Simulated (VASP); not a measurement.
# BN in VASP 6.6.1, single-point calculation

INCAR

```
EDIFF = 1E-7
NBANDS = 16
IBRION = -1
SIGMA = 0.02
PREC = Accurate
ENCUT = 520
LASPH = .TRUE.
NSW = 0
LREAL = .FALSE.
LWAVE = .FALSE.
LCHARG = .FALSE.
ISMEAR = -1
GGA = PE
NELM = 120
ISIF = 2
```

KPOINTS

```
KPOINTS created by Atomic Simulation Environment
0
Monkhorst-Pack
12 12 6
0 0 0
```

POSCAR

```
B  N
 1.0000000000000000
     2.5439500026454032    0.0000000000287491    0.0000000000000000
    -1.2719750013475990    2.2031253282340346    0.0000000000000000
     0.0000000000000000    0.0000000000000000    4.2078153384603629
 B   N
   2   2
Cartesian
 -0.0000000000165984  1.4687502188322730  0.0008561420751621
  1.2719750013144020  0.7343751094305109  2.1047638113053435
 -0.0000000000165984  1.4687502188322730  1.5770746098474739
  1.2719750013144020  0.7343751094305109  3.6809822790776554
```

The recommended PBE PAW datasets give the neutral cell 16 valence electrons.

Command

```
mpirun -np 1 vasp_std
```

OSZICAR

```
N       E                     dE             d eps       ncg     rms          rms(c)
DAV:   1     0.376658870800E+02    0.37666E+02   -0.83338E+03  4040   0.971E+02
DAV:   2    -0.345290771891E+02   -0.72195E+02   -0.67586E+02  5776   0.229E+02
DAV:   3    -0.367727245755E+02   -0.22436E+01   -0.22392E+01  4496   0.374E+01
DAV:   4    -0.367779303838E+02   -0.52058E-02   -0.52054E-02  5072   0.206E+00
DAV:   5    -0.367779450229E+02   -0.14639E-04   -0.14639E-04  4448   0.995E-02    0.951E+00
DAV:   6    -0.349945138652E+02    0.17834E+01   -0.22337E+00  5104   0.136E+01    0.452E+00
DAV:   7    -0.348562397786E+02    0.13827E+00   -0.32383E-01  5104   0.458E+00    0.275E+00
DAV:   8    -0.348285384179E+02    0.27701E-01   -0.53363E-02  4752   0.188E+00    0.258E-01
DAV:   9    -0.348273350505E+02    0.12034E-02   -0.19061E-03  4720   0.521E-01    0.135E-01
DAV:  10    -0.348276090775E+02   -0.27403E-03   -0.48016E-04  4792   0.172E-01    0.253E-02
DAV:  11    -0.348276160855E+02   -0.70079E-05   -0.32183E-05  4992   0.551E-02    0.149E-02
DAV:  12    -0.348276170856E+02   -0.10001E-05   -0.56812E-06  4824   0.237E-02    0.203E-03
DAV:  13    -0.348276171679E+02   -0.82263E-07   -0.16042E-07  3648   0.396E-03
   1 F= -.34827617E+02 E0= -.34827617E+02  d E =-.291379E-11
```

From OUTCAR

```
k-points           NKPTS =    126   k-points in BZ     NKDIM =    126   number of bands    NBANDS=     16

   NELECT =      16.0000    total number of electrons

   dimension x,y,z NGX =    20 NGY =   20 NGZ =   32
   dimension x,y,z NGXF=    40 NGYF=   40 NGZF=   64

  energy-cutoff  :      520.00
  volume of cell :       23.58
      direct lattice vectors                 reciprocal lattice vectors
     2.543950003  0.000000000  0.000000000     0.393089486  0.226950321  0.000000000
    -1.271975001  2.203125328  0.000000000    -0.000000000  0.453900642  0.000000000
     0.000000000  0.000000000  4.207815338     0.000000000  0.000000000  0.237653015

 k-points in reciprocal lattice and weights: KPOINTS created by Atomic Simulation Env
   0.04166667  0.04166667  0.08333333       0.005
   0.12500000  0.04166667  0.08333333       0.009
   0.20833333  0.04166667  0.08333333       0.009
   0.29166667  0.04166667  0.08333333       0.009
   0.37500000  0.04166667  0.08333333       0.009
   0.45833333  0.04166667  0.08333333       0.009
  -0.45833333  0.04166667  0.08333333       0.009
  -0.37500000  0.04166667  0.08333333       0.009
   ...

 E-fermi :   7.9177

 k-point     1 :       0.0417    0.0417    0.0833
  band No.  band energies     occupation
      1     -12.6902      2.00000
      2      -8.7524      2.00000
      3      -3.0110      2.00000
      4       4.9707      2.00000
      5       5.2526      2.00000
      6       6.9108      2.00000
      7       7.1806      2.00000
      8       7.4042      2.00000
      9      15.8249      0.00000
     10      16.2075      0.00000
     11      16.5349      0.00000
     12      17.5168      0.00000
     13      18.8397      0.00000
     14      19.4320      0.00000
     15      19.7745      0.00000
     16      23.5663      0.00000

 k-point     2 :       0.1250    0.0417    0.0833
  band No.  band energies     occupation
      1     -12.3151      2.00000
      2      -8.4643      2.00000
      3      -2.6513      2.00000
      4       3.5574      2.00000
      5       4.5803      2.00000
      6       5.8714      2.00000
      7       6.7251      2.00000
      8       6.9870      2.00000
      9      15.4984      0.00000
     10      16.7016      0.00000
     11      16.9161      0.00000
     12      18.4381      0.00000
     13      19.3408      0.00000
     14      20.0437      0.00000
     15      20.8741      0.00000
     16      23.0991      0.00000

 k-point     3 :       0.2083    0.0417    0.0833
  band No.  band energies     occupation
      1     -11.6541      2.00000
      2      -7.9933      2.00000
      3      -2.0295      2.00000
      4       1.6596      2.00000
      5       3.6908      2.00000
      6       4.3039      2.00000
      7       6.1192      2.00000
      8       6.4182      2.00000
      9      15.0937      0.00000
     10      16.9515      0.00000
     11      17.5411      0.00000
     12      18.6516      0.00000
     13      20.0306      0.00000
     14      21.3066      0.00000
     15      22.1499      0.00000
     16      22.9610      0.00000

 ...

  Total        0.7343335      0.7343335      0.7105115     -0.0000000      0.0000000      0.0000000
  in kB       49.8883862     49.8883862     48.2699918     -0.0000000      0.0000000      0.0000000
  external PRESSURE =      49.3489214 kB  Pullay stress =       0.0000000 kB

 POSITION                                       TOTAL-FORCE (eV/Angst)
 -----------------------------------------------------------------------------------
     -0.00000      1.46875      0.00086         0.000000     -0.000000      0.008795
      1.27198      0.73438      2.10476         0.000000      0.000000      0.008795
     -0.00000      1.46875      1.57707        -0.000000      0.000000     -0.008795
      1.27198      0.73438      3.68098         0.000000     -0.000000     -0.008795
 -----------------------------------------------------------------------------------
    total drift:                               -0.000000     -0.000000     -0.000183

  FREE ENERGIE OF THE ION-ELECTRON SYSTEM (eV)
  ---------------------------------------------------
  free  energy   TOTEN  =       -34.8276171679 eV

  energy  without entropy=      -34.8276171679  energy(sigma->0) =      -34.82761717
```

It converged. Results: gap between bands v and c on the k mesh 5.57 eV; least direct gap on the k mesh 8.34 eV; pressure 4.9 GPa. Band v is the last that the valence electrons fill when counted band by band, and c is the next.

The shifted mesh misses Γ, so a band edge there is missed.

For comparison, a separate PBE run of the intended cell, on usual settings and not on those above, gives a gap of 5.19 eV on its mesh and a pressure of 4.9 GPa.

The run above took about 24 s on one core of a shared host (Intel Xeon Platinum 8488C) and held 0.16 GiB at most.
